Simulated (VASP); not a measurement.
Here is a VASP 6.6.1 calculation.

File INCAR:

```
PREC = Accurate
ENCUT = 600
EDIFF = 1E-7
ISMEAR = 0
SIGMA = 0.03
LREAL = F
LASPH = T
NELM = 80
ALGO = Normal
ISIF = 3
LWAVE = F
LCHARG = F
METAGGA = R2SCAN
LMIXTAU = T
IBRION = 2
NSW = 90
EDIFFG = -0.005
KPAR = 2
```

The input KPOINTS:

```
regular mesh
0
Gamma
  12 12 12
```

The input POSCAR:

```
CO2                                     
1.0
   -1.9609678509      1.9609678509      2.9707778355
    1.9609678509     -1.9609678509      2.9707778355
    1.9609678509      1.9609678509     -2.9707778355
  C               O             
     2     4
Direct
     0.0000000000000000    0.0000000000000000    0.0000000000000000
     0.7500000000000000    0.2500000000000000    0.5000000000000000
     0.3750000000000000    0.2923744764423064    0.4173744764423064
     0.7076255235576936    0.1250000000000000    0.0826255235576935
     0.8750000000000000    0.9576255235576936    0.5826255235576936
     0.0423744764423065    0.6250000000000000    0.9173744764423064
```

Potentials or basis: VASP PAW PBE potentials, release 64 (C, O).

Command:

```bash
$ cat potpaw_PBE.64/C/POTCAR potpaw_PBE.64/O/POTCAR > POTCAR
$ mpirun -np 2 vasp_std > vasp.out
```

Q: Estimate the relaxed volume.

A: 7.59 Å³/atom.

Q: Predict the relaxed cell.

A: a = 4.060 Å, b = 4.060 Å, c = 4.060 Å, α = 122.34°, β = 122.34°, γ = 85.99°.

Q: Estimate the space group after relaxing (to 0.05 Å).

A: I-42d (No. 122).

Q: What does it give for the band gap on the k mesh?

A: 8.45 eV, indirect (least direct gap 8.84 eV).

The path:
```csv
step,energy change (eV),largest force (eV/Å),pressure (GPa),volume (Å³)
1,0.0000,0.0005,-0.55,45.70
2,0.0000,0.0570,0.51,45.52
3,-0.0002,0.0305,0.01,45.60
4,-0.0003,0.0131,0.02,45.56
5,-0.0003,0.0021,0.02,45.52
6,-0.0003,0.0017,0.03,45.52
7,-0.0003,0.0060,0.02,45.54
8,-0.0003,0.0000,0.02,45.52
9,-0.0003,0.0015,-0.01,45.53
```

Caveat: the PAW data sets were made with another functional, which shifts forces and pressure a little. A k mesh can miss the band edges.
